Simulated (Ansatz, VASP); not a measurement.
Two plane-wave programs on GaAs

```
As Ga
1.0
     3.99777    0.00000    0.00000
    -1.99888    3.46217    0.00000
     0.00000    0.00000   25.60854
As Ga
4 4
Cartesian
  0.0000 0.0000 7.5000
  0.0000 2.3081 10.7642
  1.9989 1.1541 14.0283
  0.0000 0.0000 17.2925
  0.0000 2.3081 8.3160
  1.9989 1.1541 11.5802
  0.0000 0.0000 14.8444
  0.0000 2.3081 18.1085
```

Alike in both runs: task single point; functional PBE; k mesh 8 × 8 × 1; occupations fermi-dirac, width 0.05 eV; no spin polarisation.

|  | VASP | Ansatz |
| --- | --- | --- |
| version | VASP 6.6.1 | Ansatz 0.2.0 |
| potentials or method | VASP PAW PBE potentials, release 64 (As, Ga_d) | Ansatz PAW |
| plane-wave cutoff (eV) | 520 | 420 |
| valence electrons in the cell | 72 | 112 |

```tsv
	VASP	Ansatz	Ansatz less VASP
gap on the k mesh at the Fermi level (eV)	none	none	-
rms of the force components (eV/Å)	0.228	0.228	-0.0002
```

A gap of «none» marks a metal or a gap that the smearing closes. With one functional, cell and mesh, what is left measures potentials, basis and numerics. The two sets of potentials don't hold the same shells in valence.
